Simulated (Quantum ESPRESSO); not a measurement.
# CdS (Hawleyite): zone-centre phonons and dielectric response under several settings

```
Cd S
1.0
     0.00000    2.91650    2.91650
     2.91650    0.00000    2.91650
     2.91650    2.91650    0.00000
Cd S
1 1
Direct
  0.00000 0.00000 0.00000
  0.75000 0.75000 0.75000
```

All runs used Quantum ESPRESSO 7.5; potentials GBRV 1.5 PBE; k mesh 4 × 4 × 4, shifted; no spin polarisation; cutoff 612 eV; occupations smeared at first, fixed for the response.

```csv
level,geometry,volume (Å³/atom),pressure (GPa),lowest optical mode without the field (cm⁻¹),highest mode with the field (cm⁻¹),ε∞ (mean),ε0 (mean),Born charge of atom 1 (e),sum of the Born charges (e)
PBE,relaxed at 0 GPa,26.16,0.0,216,278,6.26,10.3,2.24,-0.01
PBE,relaxed at 10 GPa,22.76,10.2,276,327,6.12,8.6,2.08,-0.01
PBE,relaxed at 25 GPa,20.10,25.7,337,378,6.19,7.8,1.92,-0.01
PBE,relaxed at 50 GPa,?,51.0,?,?,?,?,?,?
PBE,relaxed at 80 GPa,15.98,81.0,467,491,6.73,7.4,1.58,-0.02
```

**Question.** What stands in the row left open?

**Answer.** Volume 17.69 Å³/atom; lowest optical mode without the field 406 cm⁻¹; highest mode with the field 437 cm⁻¹; ε∞ 6.42; ε0 7.4; Born charge of atom 1 1.74 e; sum of the Born charges -0.02 e.

Caveats: the cell is more than 3 GPa from zero pressure, which shifts response properties (some runs); the volume moved by over 15 % at a fixed basis, so the end points are rough (some runs).

For the row left open. Caveat: the volume moved by over 15 % at a fixed basis, so the end points are rough; the cell is more than 3 GPa from zero pressure, which shifts response properties.
